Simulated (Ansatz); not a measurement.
# Ga (Pm-3m) in Ansatz: notebook

Aim: see how the results for Ga move with the level of theory and the settings. Levels: LDA, PBE. Tasks: phonons, elastic constants.

Everything below comes from runs of Ansatz 0.2.0. Logs are shortened: lines on timing, memory, paths and dates and some standing lists are left out, and cuts for length are marked.

### Step 1. Starting point

It takes space group Pm-3m (No. 221, cubic). Conventional cell: a = 2.716 Å, b = 2.716 Å, c = 2.716 Å, α = 90.00°, β = 90.00°, γ = 90.00°. Ga (site symmetry m-3m) has 6 Ga at 2.72 Å as nearest neighbours.

The cell was built by a generator and needn't be a form met in nature.

### Step 2. Phonons, LDA

The input, input.yaml:

```yaml
crystal:
  lattice:
    - [2.71648, 0.0, 0.0]
    - [0.0, 2.71648, 0.0]
    - [0.0, 0.0, 2.71648]
  atoms:
    - { symbol: Ga, position: [0.0, 0.0, 0.0] }
hamiltonian:
  xc: lda
  pseudopotentials: { kind: paw }
kpoints:
  mp_grid: { grid: [7, 7, 7] }
scf:
  occupations: { method: fermi_dirac, width: 0.05 }
phonons:
  method: dfpt
```

Potentials or basis: Ansatz PAW.

Launch:

```bash
> ansatz run input.yaml --threads 2 --pin off --max-ram 5632MiB --backend cpu --events-out ev --progress --plain --runs-dir out
```

Output:

```text
Warning: RAYON_NUM_THREADS=2 ignored (pool sized by the plan → 2); use --threads N
Engine: ansatz 0.2.0, aarch64-unknown-linux-gnu
Pseudopotentials: kind: paw
Pseudopotential: Ga, paw, valence charge 13, recommended cutoff 420 eV (normal), Ga.paw.azcp
Functional definition: SPW92
  exchange = slater_x
  correlation = pw_c
Crystal: 1 atoms, lattice volume = 20.046 Å³
Basis set: ecut = 420 eV, 389 PW (Γ), exchange–correlation on 40×40×40 points (8 copies of the dense FFT grid, shifted against one another)
Bands: 11, of which v1, the nominal top of the filled ones, is band 7 counted from 1 (6 counted from 0)
Symmetry: 48 space group operations
k-points: 40 of 343 (irreducible under 8 space group operations, time reversal used)
Non-local potential: Ga, projectors of the file, l = 0: 2, l = 1: 2, l = 2: 3, l = 3: 1
PAW form: soft (Blöchl's): semilocal exchange-correlation on the pseudo side does not see the compensation charge
PAW frozen core: Ga, regenerated for the run's functional, and the local potential with it (the file was generated under x = pbe(κ = 0.804, μ = 0.2195149727645171), c = pbe(β = 0.06672455060314922))
PAW one-centre angular grid: Ga, 590 points (default); XC on 64 Gauss nodes
Initial density: superposition of atomic densities (neutral atoms: chi_scale 0, normalization atom), corrected by the library's trained network
Initial wavefunctions: pseudopotential atomic-orbital guess
Functional: x = slater, c = lda
SCF iter   1: F=—  HF=-3706.863726 eV  |F-HF|=—  |Δ(HF+E_count)|=         —  Δρ=4.58e-3  dr2=2.07e-3  ethr=1.77e-3  ⟨swp⟩=5.4  Hψ=2628  notcnv=0
preconditioner: auto → none  [insulator: Δε(μ)=0.466 eV  Ē_g=21.614 eV  σ=0.050 eV  W_gap=0.60  n_scr=6 (ndim 8)  ℏωp=29.9 eV  f_vac=0.000  D(μ)=1.19/eV (n_scr^D=18)  ε∞_Penn≈2.9]
SCF iter   2: F=—  HF=-3706.862712 eV  |F-HF|=—  |Δ(HF+E_count)|=   1.01e-3  Δρ=1.99e-3  dr2=3.86e-4  ethr=1.60e-5  ⟨swp⟩=2.1  Hψ=968  notcnv=0
SCF iter   3: F=—  HF=-3706.862615 eV  |F-HF|=—  |Δ(HF+E_count)|=   9.73e-5  Δρ=2.14e-4  dr2=3.08e-6  ethr=2.97e-6  ⟨swp⟩=1.6  Hψ=481  notcnv=0
SCF iter   4: F=—  HF=-3706.862613 eV  |F-HF|=—  |Δ(HF+E_count)|=   2.04e-6  Δρ=3.47e-5  dr2=1.25e-7  ethr=2.37e-8  ⟨swp⟩=2.0  Hψ=644  notcnv=0
SCF iter   5: F=—  HF=-3706.862613 eV  |F-HF|=—  |Δ(HF+E_count)|=   1.84e-7  Δρ=1.89e-5  dr2=3.52e-8  ethr=9.60e-10  ⟨swp⟩=2.0  Hψ=687  notcnv=0
SCF iter   6: F=—  HF=-3706.862613 eV  |F-HF|=—  |Δ(HF+E_count)|=   1.31e-8  Δρ=1.60e-6  dr2=2.41e-10  ethr=2.71e-10  ⟨swp⟩=2.0  Hψ=638  notcnv=0
SCF iter   7: F=-3706.862613 eV  HF=-3706.862613 eV  |F-HF|=6.82e-12  |Δ(HF+E_count)|=  8.23e-11  Δρ=2.19e-7  dr2=5.14e-12  ethr=1.00e-12  ⟨swp⟩=5.9  Hψ=1801  notcnv=0
SCF 1 converged in 7 iterations: F = -3706.862613 eV  dr2 = 5.14e-12
DFPT response loops at Γ: preconditioner auto → Kerker (q_TF=auto, 2.538 Å⁻¹) (partly filled bands, converged f_vac=0.000); β = 1.00, the filter's whole step (`scf.mixing.beta` (0.50) is not read by the response loops under this deck's `scf.mixing.preconditioner`; to damp them name `kerker` or `kerker_dos`, under which they read `scf.mixing.beta`, and type it under 1.00, their step now; both keys bind the ground state too); Broyden in place of MSR1
SCF converged after 7 iterations
Free energy (F): -3706.862613 eV
Harris-Foulkes:  -3706.862613 eV  (|F-HF|=6.82e-12)
Internal energy: -3706.853769 eV  (E = F + TS)
E sigma→0 (E₀):  -3706.858191 eV
Entropy (-TS):   -0.008844 eV (-8.844 meV/atom)
Fermi energy:    8.375130 eV
--- Per-component energies (eV) ---
  E_band       = -52.886510
  E_kinetic    = 115.063612
  E_local      = -1871.434041  (includes V_loc(G=0)·N_el)
  E_nonlocal   = 423.883279
  E_hartree    = 873.213231
  E_xc         = -68.946202
  E_vxc        = -58.601756  (∫ρ·V_xc dr)
  E_paw        = -1909.475203  (= ΣΔE_a)
  E_vpaw       = -408.223818  (= ΣTr[D̂ρ^β])
  E_aug_tail   = -0.000123  (compensation charges beyond the density's cutoff)
  E_ewald      = -1270.886801
  E_core_change = 1.728480  (= ΣΔE_core)
  E_smearing   = -0.008844  (= −TS)
  E_closure    = -0.000000  (closes the sum)
  Σ components = -3706.862613   (vs F -3706.862613, Δ=0.00e0)
--- Band table (eV; the first three rows and the last of 40) ---
  k-point 0: bands = ["-6.8372", "-6.8372", "-6.3203", "-6.3203", "-6.3203", "-2.2391", "17.2098", "17.2098", "17.2098", "20.2241", "20.2241"]
  k-point 1: bands = ["-6.8299", "-6.7718", "-6.3473", "-6.3473", "-6.3180", "-1.8256", "13.3224", "17.6313", "17.6313", "20.5702", "22.0334"]
  k-point 2: bands = ["-6.8132", "-6.6325", "-6.4072", "-6.4072", "-6.3129", "-0.5754", "8.8164", "18.8069", "18.8069", "21.6064", "23.1014"]
  k-point 39: bands = ["-6.6439", "-6.6381", "-6.6381", "-6.2123", "-6.2123", "8.3602", "10.8747", "10.8747", "13.2438", "16.5788", "17.2727"]
--- Phonons (Γ-DFPT): 1 representative perturbation + reference, on 40 of 343 k-points (Σ response iterations 3) ---
  k mesh reduced under 8 symmetry operations, with k and −k counted as one. Each operation leaves every solved perturbation unchanged. A smaller set is not used because it would not reduce the number of displacements times k-points to solve
  ASR residual: 2.458e-6 → 0.000e0 eV/Å²; symmetrization residual: 5.722e-22 eV/Å²
  ASR residual per site (eV/Å²): 2.46e-6
  Γ frequencies (cm⁻¹): 0.00 0.00 0.00
  non-analytic LO–TO correction: not included (Born effective charges unavailable; polar crystals: no LO–TO splitting at Γ)
```

It took 1.1 s on 2 threads of Arm Neoverse V1, shared host; peak memory 0.3 GiB.

Results:

```
Free energy            : -3706.8626 eV
Band gap on the k mesh : none (metal or under the smearing width)
```

Caveat: the PAW data sets come from PBE, with cores solved anew for the run's functional, which leaves a small shift of forces and pressure.

### Step 3. Elastic constants, LDA

input.yaml, as its differences from that of step 2:

```diff
@@ -14,3 +14,7 @@
   occupations: { method: fermi_dirac, width: 0.05 }
-phonons:
-  method: dfpt
+output:
+  forces: true
+  stress: true
+elastic:
+  mode: clamped_ion
+  stencil: two_point
```

Potentials or basis: Ansatz PAW.

Launch:

```bash
> ansatz run input.yaml --threads 2 --pin off --max-ram 5632MiB --backend cpu --events-out ev --progress --plain --runs-dir out
```

It took 2.1 s on 2 threads of Arm Neoverse V1, shared host; peak memory 0.27 GiB.

Results (log left out):

```yaml
Free_energy: -3706.8626 eV
Pressure: -5.7 GPa
Band_gap_on_the_k_mesh: none (metal or under the smearing width)
Elastic_constants_C11_C12_C44: 95, -14, -151 GPa
Voigt_bulk_modulus: 22 GPa
```

Levels at points of the mesh, in eV from the Fermi level:
| k point | band 2 | band 3 | band 4 | band 5 | band 6 | band 7 | band 8 | band 9 | band 10 | band 11 |
| --- | --- | --- | --- | --- | --- | --- | --- | --- | --- | --- |
| (0.00, 0.00, 0.00) | -15.21 | -14.70 | -14.70 | -14.70 | -10.61 | 8.83 | 8.83 | 8.83 | 11.85 | 11.85 |

Elastic tensor in Voigt notation (GPa, in the Cartesian axes of the cell as first typed):
```
  95  -14  -14    0    0    0
 -14   95  -14    0    0    0
 -14  -14   95    0    0    0
   0    0    0 -151    0    0
   0    0    0    0 -151    0
   0    0    0    0    0 -151
```

Caveat: the cell is more than 3 GPa from zero pressure, which shifts response properties; the elastic tensor has a negative eigenvalue, so either the cell is unstable as it stands or the mesh is too thin; the PAW data sets come from PBE, with cores solved anew for the run's functional, which leaves a small shift of forces and pressure.

### Step 4. Phonons, PBE

The input, input.yaml:

```yaml
crystal:
  lattice:
    - [2.71648, 0.0, 0.0]
    - [0.0, 2.71648, 0.0]
    - [0.0, 0.0, 2.71648]
  atoms:
    - { symbol: Ga, position: [0.0, 0.0, 0.0] }
hamiltonian:
  xc: pbe
  pseudopotentials: { kind: paw }
kpoints:
  mp_grid: { grid: [7, 7, 7] }
scf:
  occupations: { method: fermi_dirac, width: 0.05 }
phonons:
  method: dfpt
```

Potentials or basis: Ansatz PAW.

Launch:

```bash
> ansatz run input.yaml --threads 2 --pin off --max-ram 5632MiB --backend cpu --events-out ev --progress --plain --runs-dir out
```

Output:

```text
Warning: RAYON_NUM_THREADS=2 ignored (pool sized by the plan → 2); use --threads N
[... 3 set-up lines as earlier in the session ...]
Functional definition: PBE
  parameter kappa = 0.804
  parameter beta = 0.06672455060314922
  exchange = pbe_x(kappa = kappa, mu = beta*pi^2/3)
  correlation = pbe_c(beta = beta)
Crystal: 1 atoms, lattice volume = 20.046 Å³
Basis set: ecut = 420 eV, 389 PW (Γ), exchange–correlation on 40×40×40 points (8 copies of the dense FFT grid, shifted against one another)
Bands: 11, of which v1, the nominal top of the filled ones, is band 7 counted from 1 (6 counted from 0)
[... 1 set-up line as earlier in the session ...]
k-points: 40 of 343 (irreducible under 8 space group operations, time reversal used)
[... 26 lines left out ...]
--- Per-component energies (eV) ---
  E_band       = -47.632163
  E_kinetic    = 114.596999
  E_local      = -1867.335945  (includes V_loc(G=0)·N_el)
  E_nonlocal   = 422.176316
  E_hartree    = 873.419745
  E_xc         = -69.149062
  E_vxc        = -57.880904  (∫ρ·V_xc dr)
  E_paw        = -1985.756394  (= ΣΔE_a)
  E_vpaw       = -406.028044  (= ΣTr[D̂ρ^β])
  E_aug_tail   = -0.000110  (compensation charges beyond the density's cutoff)
  E_ewald      = -1270.886801
  E_smearing   = -0.007872  (= −TS)
  E_closure    = -0.000000  (closes the sum)
  Σ components = -3782.943123   (vs F -3782.943123, Δ=0.00e0)
--- Band table (eV; the first three rows and the last of 40) ---
  k-point 0: bands = ["-6.4209", "-6.4209", "-5.9065", "-5.9065", "-5.9065", "-1.8788", "17.6340", "17.6340", "17.6340", "20.4781", "20.4781"]
  k-point 1: bands = ["-6.4135", "-6.3558", "-5.9333", "-5.9333", "-5.9042", "-1.4640", "13.6876", "18.0593", "18.0593", "20.8252", "22.3388"]
  k-point 2: bands = ["-6.3967", "-6.2172", "-5.9931", "-5.9931", "-5.8991", "-0.2090", "9.1670", "19.2490", "19.2490", "21.8655", "23.4153"]
  k-point 39: bands = ["-6.2301", "-6.2243", "-6.2243", "-5.7975", "-5.7975", "8.7788", "11.2583", "11.2583", "13.7212", "16.8757", "17.5257"]
--- Phonons (Γ-DFPT): 1 representative perturbation + reference, on 40 of 343 k-points (Σ response iterations 3) ---
  k mesh reduced under 8 symmetry operations, with k and −k counted as one. Each operation leaves every solved perturbation unchanged. A smaller set is not used because it would not reduce the number of displacements times k-points to solve
  ASR residual: 1.644e-5 → 0.000e0 eV/Å²; symmetrization residual: 2.541e-21 eV/Å²
  ASR residual per site (eV/Å²): 1.64e-5
  Γ frequencies (cm⁻¹): 0.00 0.00 0.00
  non-analytic LO–TO correction: not included (Born effective charges unavailable; polar crystals: no LO–TO splitting at Γ)
```

Run time: 1.8 s. Hardware: 2 threads of Arm Neoverse V1, shared host; peak memory 0.31 GiB.

Results:

- Free energy: -3782.9431 eV
- Band gap on the k mesh: none (metal or under the smearing width)

### Step 5. The runs side by side

| task | level | atoms under strain | gap on the mesh (eV) |
| --- | --- | --- | --- |
| phonons | LDA | - | none |
| elastic constants | LDA | clamped | none |
| phonons | PBE | - | none |

Alike in all rows: potentials or basis Ansatz PAW; no spin polarisation; cell as given; k mesh 7 × 7 × 7; cutoff (eV) 420; smearing fermi-dirac 0.05 eV.

Every run on the cell as given and a fine mesh finds a metal.

Caveats: the PAW data sets come from PBE, with cores solved anew for the run's functional, which leaves a small shift of forces and pressure (some runs); the cell is more than 3 GPa from zero pressure, which shifts response properties (some runs); the elastic tensor has a negative eigenvalue, so either the cell is unstable as it stands or the mesh is too thin (some runs).

Total energies depend on the potentials used, so only differences within one code and one set of settings carry meaning.
